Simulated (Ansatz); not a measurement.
Crystal: Li.

```
CELL_PARAMETERS angstrom
-1.75465 1.75465 1.75465
1.75465 -1.75465 1.75465
1.75465 1.75465 -1.75465
ATOMIC_POSITIONS crystal
Li 0.00000 0.00000 0.00000
```

| Property | Result |
| --- | --- |
| Program | Ansatz 0.2.0 |
| Task | relaxation of cell and atoms |
| Functional | PBE |
| Dispersion | D3(BJ) |
| Potentials or basis | Ansatz PAW |
| Cutoff | 420 eV (not typed: the program's choice for these potentials) |
| k mesh | 11 × 11 × 11 |
| Occupations | fermi-dirac, width 0.05 eV |
| Spin | no spin polarisation |

At the start: volume 21.61 Å³/atom.

Q: Where does the relaxation end?

A: It ends after 5 steps and the volume is 18.36 Å³/atom (-15.0 %); space group Im-3m (No. 229, to 0.05 Å).

Step by step:
```csv
step,energy change (eV),largest force (eV/Å),volume (Å³)
1,0.0000,0.0000,21.61
2,-0.0146,0.0000,20.19
3,-0.0224,0.0000,17.92
4,-0.0228,0.0000,18.36
5,-0.0228,0.0000,18.36
```

Final structure:
```cif
data_structure
_symmetry_space_group_name_H-M 'P 1'
_symmetry_Int_Tables_number 1
_cell_length_a 2.8785
_cell_length_b 2.8785
_cell_length_c 2.8785
_cell_angle_alpha 109.471
_cell_angle_beta 109.471
_cell_angle_gamma 109.471
_cell_volume 18.36
loop_
_atom_site_label
_atom_site_type_symbol
_atom_site_fract_x
_atom_site_fract_y
_atom_site_fract_z
_atom_site_occupancy
Li1 Li 0.00000 0.00000 0.00000 1
```

The cell as given is a measured one (21.61 Å³/atom); PBE+D3(BJ) puts the equilibrium volume -15.0 % from it, thermal expansion not counted.

Caveat: the volume moved by over 15 % at a fixed basis, so the end points are rough; the plane-wave basis is chosen anew once the cell has moved, so the energies of steps on either side of that aren't comparable; the volume moved by -15 % from the deposited cell, more than functionals usually miss; pairwise dispersion overbinds metals, which lowers pressure and volume.
